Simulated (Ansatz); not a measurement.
# Hf3N4: the cost of one run

Method: DFT PBE, scalar-relativistic, plane waves, PAW, in Ansatz 0.2.0.

## (1) The structure to begin with

It takes space group I-43d (No. 220, cubic). Conventional cell: a = 6.734 Å, b = 6.734 Å, c = 6.734 Å, α = 90.00°, β = 90.00°, γ = 90.00°. Around Hf (site symmetry -4) lie 8 N at 2.21 to 2.46 Å. N (site symmetry 3) is surrounded by 6 Hf at 2.21 to 2.46 Å.

As a file:

```xyz
14
Lattice="-3.3671 3.3671 3.3671 3.3671 -3.3671 3.3671 3.3671 3.3671 -3.3671" Properties=species:S:1:pos:R:3 pbc="T T T"
Hf    2.5254    0.0000    1.6836
Hf    1.6836    2.5254    0.0000
Hf    0.8418    0.0000    5.0507
Hf    5.0507    0.8418    0.0000
Hf    0.0000    1.6836    2.5254
Hf    0.0000    5.0507    0.8418
N     0.4479    0.4479    0.4479
N    -1.2357    1.2357    4.6029
N    -0.4479    2.9193    0.4479
N     4.6029   -1.2357    1.2357
N     0.4479   -0.4479    2.9193
N     2.1314    2.1314    2.1314
N     2.9193    0.4479   -0.4479
N     1.2357    4.6029   -1.2357
```

This cell was relaxed beforehand with the same method: volume 10.91 Å³/atom, gap on the mesh 1.04 eV.

## (2) Back to the database's cell

input.yaml

```yaml
crystal:
  lattice:
    - [-3.3505, 3.3505, 3.3505]
    - [3.3505, -3.3505, 3.3505]
    - [3.3505, 3.3505, -3.3505]
  atoms:
    - { symbol: Hf, position: [0.25, 0.625, 0.375] }
    - { symbol: Hf, position: [0.375, 0.25, 0.625] }
    - { symbol: Hf, position: [0.75, 0.875, 0.125] }
    - { symbol: Hf, position: [0.125, 0.75, 0.875] }
    - { symbol: Hf, position: [0.625, 0.375, 0.25] }
    - { symbol: Hf, position: [0.875, 0.125, 0.75] }
    - { symbol: "N", position: [0.126, 0.126, 0.126] }
    - { symbol: "N", position: [0.874, 0.5, 0.0] }
    - { symbol: "N", position: [0.5, 0.0, 0.374] }
    - { symbol: "N", position: [0.0, 0.874, 0.5] }
    - { symbol: "N", position: [0.374, 0.5, 0.0] }
    - { symbol: "N", position: [0.626, 0.626, 0.626] }
    - { symbol: "N", position: [0.0, 0.374, 0.5] }
    - { symbol: "N", position: [0.5, 0.0, 0.874] }
basis:
  ecutwfc: 420
kpoints:
  mp_grid: { grid: [6, 6, 6] }
hamiltonian:
  xc: pbe
scf:
  occupations: { method: gaussian, width: 0.02 }
output:
  forces: true
  stress: true
  eigenvalues: true
  populations: true
```

The run is started by

```bash
$ ansatz run input.yaml --threads 4 --pin off --max-ram 10240MiB --backend cpu --events-out ev --progress --plain --runs-dir out
```

What time and memory should one allow on 4 threads of Intel Xeon at 2.50GHz (Skylake/Cascade Lake), shared host?

About 14 s, with a peak of 0.77 GiB.
